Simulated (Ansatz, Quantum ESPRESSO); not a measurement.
One structure in several programs: ZrO2 (P4_2/nmc, 6 atoms in the cell)

Relaxation of cell and atoms.

```yaml
crystal:
  lattice:
    - [3.56345, 0.00000, 0.00000]
    - [0.00000, 3.56345, 0.00000]
    - [0.00000, 0.00000, 5.17186]
  atoms:
    - { symbol: Zr, position: [0.00000, 0.00000, 0.00000] }
    - { symbol: Zr, position: [0.50000, 0.50000, 0.50000] }
    - { symbol: O, position: [0.00000, 0.50000, 0.30177] }
    - { symbol: O, position: [0.00000, 0.50000, 0.80177] }
    - { symbol: O, position: [0.50000, 0.00000, 0.19823] }
    - { symbol: O, position: [0.50000, 0.00000, 0.69823] }
```

Shared settings, as Ansatz (a first-principles code) writes them: kpoints.mp_grid.grid = 9 9 7; scf.occupations.method = fixed. Potentials and cutoffs stand in the table.

```
code                                                       model  final volume (Å³/atom)  gap on the mesh (eV)   cutoff
----------------  ----------------------------------------------  ----------------------  --------------------  -------
Ansatz                                    PBE, default PAW files                   11.54                 4.036  default
Quantum ESPRESSO  PBE, GBRV 1.5 ultrasoft (PBE) pseudopotentials                   11.54                 4.041    40 Ry
```

Gaps are read on the mesh.

The spread over the programs that give each value: final volume within 0.00 Å³/atom; gap on the mesh within 0.005 eV.

The programs treat the finite-basis stress differently while the cell relaxes: Ansatz adds an estimate of it.

The starting cell comes from a database of computed structures (which also holds hypothetical and non-ambient phases and stackings), without a prior relaxation at this level. Its lattice was rescaled by a random factor within 2.5 % of one.

Keys are those of Ansatz 0.2.
